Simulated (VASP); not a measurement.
**PbO in VASP 6.6.1, single-point calculation**

INCAR

```
LWAVE = .FALSE.
LCHARG = .FALSE.
IBRION = -1
EDIFF = 1E-7
ENCUT = 600
ISMEAR = -1
LREAL = .FALSE.
NELM = 82
NSW = 0
NBANDS = 17
SIGMA = 0.02
GGA = PE
ISIF = 2
LASPH = .FALSE.
PREC = Accurate
```

KPOINTS

```
KPOINTS created by Atomic Simulation Environment
0
Gamma
8 8 8
0 0 0
```

POSCAR

```
Pb O
 1.0000000000000000
     0.0587769696000000    2.6065174967000000    2.6065174967000000
     2.6065174967000000    0.0587769696000000    2.6065174967000000
     2.6652944663000002    2.6652944663000002    0.0000000000000000
 Pb  O
   1   1
Cartesian
  0.0000000000000000  0.0000000000000000  0.0000000000000000
  2.6652944662999998  2.6652944662999998  2.6065174967000000
```

The recommended PBE PAW datasets give the neutral cell 20 valence electrons.

Command

```
mpirun -np 1 vasp_std
```

OSZICAR

```
N       E                     dE             d eps       ncg     rms          rms(c)
DAV:   1     0.183228727597E+03    0.18323E+03   -0.11219E+04  3238   0.156E+03
DAV:   2     0.116943852658E+01   -0.18206E+03   -0.17301E+03  3554   0.378E+02
DAV:   3    -0.122900332887E+02   -0.13459E+02   -0.13351E+02  3835   0.108E+02
DAV:   4    -0.125750331778E+02   -0.28500E+00   -0.28482E+00  4334   0.162E+01
DAV:   5    -0.125833062193E+02   -0.82730E-02   -0.82722E-02  4395   0.270E+00    0.864E+00
DAV:   6    -0.106933706695E+02    0.18899E+01   -0.15304E+01  4525   0.277E+01    0.513E+00
DAV:   7    -0.103887400192E+02    0.30463E+00   -0.20989E+00  3994   0.119E+01    0.150E+00
DAV:   8    -0.104264730898E+02   -0.37733E-01   -0.47726E-01  3635   0.674E+00    0.179E+00
DAV:   9    -0.103718829977E+02    0.54590E-01   -0.78837E-02  3861   0.340E+00    0.212E-01
DAV:  10    -0.103725403758E+02   -0.65738E-03   -0.78993E-03  3884   0.678E-01    0.183E-01
DAV:  11    -0.103721542837E+02    0.38609E-03   -0.13077E-03  3613   0.261E-01    0.237E-02
DAV:  12    -0.103721474727E+02    0.68109E-05   -0.35234E-05  4479   0.605E-02    0.565E-03
DAV:  13    -0.103721480809E+02   -0.60818E-06   -0.17328E-06  4105   0.148E-02    0.306E-03
DAV:  14    -0.103721483559E+02   -0.27498E-06   -0.76255E-07  3499   0.643E-03    0.388E-04
DAV:  15    -0.103721483655E+02   -0.95924E-08   -0.38232E-08  2749   0.170E-03
   1 F= -.10372148E+02 E0= -.10372148E+02  d E =-.594697E-07
```

From OUTCAR

```
k-points           NKPTS =     95   k-points in BZ     NKDIM =     95   number of bands    NBANDS=     17

   NELECT =      20.0000    total number of electrons

   dimension x,y,z NGX =    30 NGY =   30 NGZ =   30
   dimension x,y,z NGXF=    60 NGYF=   60 NGZF=   60

  energy-cutoff  :      600.00
  volume of cell :       35.40
      direct lattice vectors                 reciprocal lattice vectors
     0.058776970  2.606517497  2.606517497    -0.196252324  0.196252324  0.191826834
     2.606517497  0.058776970  2.606517497     0.196252324 -0.196252324  0.191826834
     2.665294466  2.665294466  0.000000000     0.187596533  0.187596533 -0.191826834

 k-points in reciprocal lattice and weights: KPOINTS created by Atomic Simulation Env
   0.00000000  0.00000000  0.00000000       0.002
   0.12500000  0.00000000  0.00000000       0.008
   0.25000000  0.00000000  0.00000000       0.008
   0.37500000  0.00000000  0.00000000       0.008
   0.50000000  0.00000000  0.00000000       0.004
   0.12500000  0.12500000  0.00000000       0.004
   0.25000000  0.12500000  0.00000000       0.008
   0.37500000  0.12500000  0.00000000       0.008
   ...

 E-fermi :   6.8120

 k-point     1 :       0.0000    0.0000    0.0000
  band No.  band energies     occupation
      1     -11.1007      2.00000
      2      -9.8047      2.00000
      3      -9.7958      2.00000
      4      -9.7888      2.00000
      5      -9.6642      2.00000
      6      -9.6582      2.00000
      7      -0.8816      2.00000
      8       4.0737      2.00000
      9       4.1911      2.00000
     10       4.3228      2.00000
     11      14.8595      0.00000
     12      14.8963      0.00000
     13      15.1349      0.00000
     14      17.0661      0.00000
     15      17.6024      0.00000
     16      18.0504      0.00000
     17      18.5255      0.00000

 k-point     2 :       0.1250    0.0000    0.0000
  band No.  band energies     occupation
      1     -11.0112      2.00000
      2      -9.7947      2.00000
      3      -9.7820      2.00000
      4      -9.7783      2.00000
      5      -9.6722      2.00000
      6      -9.6682      2.00000
      7      -1.0447      2.00000
      8       4.1342      2.00000
      9       4.2740      2.00000
     10       4.5334      2.00000
     11      13.0677      0.00000
     12      14.0960      0.00000
     13      14.2150      0.00000
     14      16.2806      0.00000
     15      18.1524      0.00000
     16      18.7283      0.00000
     17      20.2928      0.00000

 k-point     3 :       0.2500    0.0000    0.0000
  band No.  band energies     occupation
      1     -10.7849      2.00000
      2      -9.7991      2.00000
      3      -9.7728      2.00000
      4      -9.7448      2.00000
      5      -9.6733      2.00000
      6      -9.6670      2.00000
      7      -1.3871      2.00000
      8       4.2912      2.00000
      9       4.4046      2.00000
     10       5.1087      2.00000
     11      10.2537      0.00000
     12      12.7854      0.00000
     13      12.9168      0.00000
     14      16.0786      0.00000
     15      19.2047      0.00000
     16      19.8256      0.00000
     17      21.8074      0.00000

 ...

  Total        0.5831779      0.5831779      0.5572461     -0.2988155      0.0000000      0.0000000
  in kB       26.3949365     26.3949365     25.2212481    -13.5245444      0.0000000      0.0000000
  external PRESSURE =      26.0037071 kB  Pullay stress =       0.0000000 kB

 POSITION                                       TOTAL-FORCE (eV/Angst)
 -----------------------------------------------------------------------------------
      0.00000      0.00000      0.00000        -0.000000     -0.000000      0.000000
      2.66529      2.66529      2.60652         0.000000      0.000000      0.000000
 -----------------------------------------------------------------------------------
    total drift:                                0.000000      0.000000      0.000000

  FREE ENERGIE OF THE ION-ELECTRON SYSTEM (eV)
  ---------------------------------------------------
  free  energy   TOTEN  =       -10.3721483655 eV

  energy  without entropy=      -10.3721483060  energy(sigma->0) =      -10.37214834
```

It converged. Results: gap between bands v and c on the k mesh 0.45 eV; least direct gap on the k mesh 0.49 eV; pressure 2.6 GPa. Band v is the last that the valence electrons fill when counted band by band, and c is the next.

For comparison, a separate PBE run of the intended cell, on usual settings and not on those above, gives a gap of 0.45 eV on its mesh and a pressure of 2.6 GPa.

The run above took about 77 s on one core of a shared host (Intel Xeon Platinum 8488C) and held 0.22 GiB at most.
